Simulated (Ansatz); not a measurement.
# Calculated O-17 NMR of the central transition for ScHO2

Cell: a Materials Project structure (computed, not necessarily an observed phase), atoms as given.

Space group Pnma (No. 62); a = 10.3150, b = 3.2196, c = 4.7673 Å.

```csv
site,Wyckoff,site symmetry,x,y,z
Sc,4c,.m.,0.3557,0.2500,0.4276
H,4c,.m.,0.5925,0.2500,0.1140
O9,4c,.m.,0.6941,0.2500,0.8186
O13,4c,.m.,0.5598,0.2500,0.3090
```

One atom of each set is listed.

The numbers come from a DFT calculation in Ansatz (r2SCAN, plane waves and PAW, scalar-relativistic, 500 eV cutoff, Γ-centred 2×6×4 k-points, Fermi–Dirac smearing 0.02 eV).

O-17 has I = 5/2 and Q = -25.58 mb (Pyykkö 2018); at 14.1 T its Larmor frequency is ν₀ = 81.4 MHz. Only the quadrupole interaction is simulated: positions count from each site's isotropic chemical shift, and J coupling is left out, as are shift anisotropy and dipolar coupling, which fast spinning averages.

(1) Give C_Q, η, the quadrupolar product P_Q = |C_Q|(1 + η²/3)^½, the second-order isotropic shift and the breadth of the pattern (fast magic-angle spinning) for each O site.

Results:

(1) 

| site | first shell | C_Q (MHz) | η | P_Q (MHz) | δ_QIS (ppm) | breadth (kHz) |
| --- | --- | --- | --- | --- | --- | --- |
| O9 | 3 Sc at 2.06 Å; also 1 H at 1.76 Å | -0.382 | 0.43 | 0.393 | -0.140 | 0.0264 |
| O13 | 1 H at 0.99 Å, 3 Sc at 2.18–2.22 Å; also 1 Sc at 3.25 Å | -5.88 | 0.03 | 5.89 | -31.4 | 5.52 |

δ_QIS = −(ν_Q²/30ν₀²)[I(I+1) − 3/4](1 + η²/3) × 10⁶ ppm with ν_Q = 3|C_Q|/[2I(2I−1)]; it falls as 1/B₀² in ppm, and the breadth as 1/B₀ in kHz.

At O9 V_zz stands upright on the plane through its three neighbours (within 12°). At O13 V_zz points along its shortest bond, to H (within 3°).

The run took 54 s of wall time (54 s of CPU time) and 0.8 GiB at its peak, on 1 thread of Arm Neoverse V1 (aarch64; 8 cores open to the job, memory cap 2.5 GiB, no GPU), a shared host with a load of 0.2 a core.
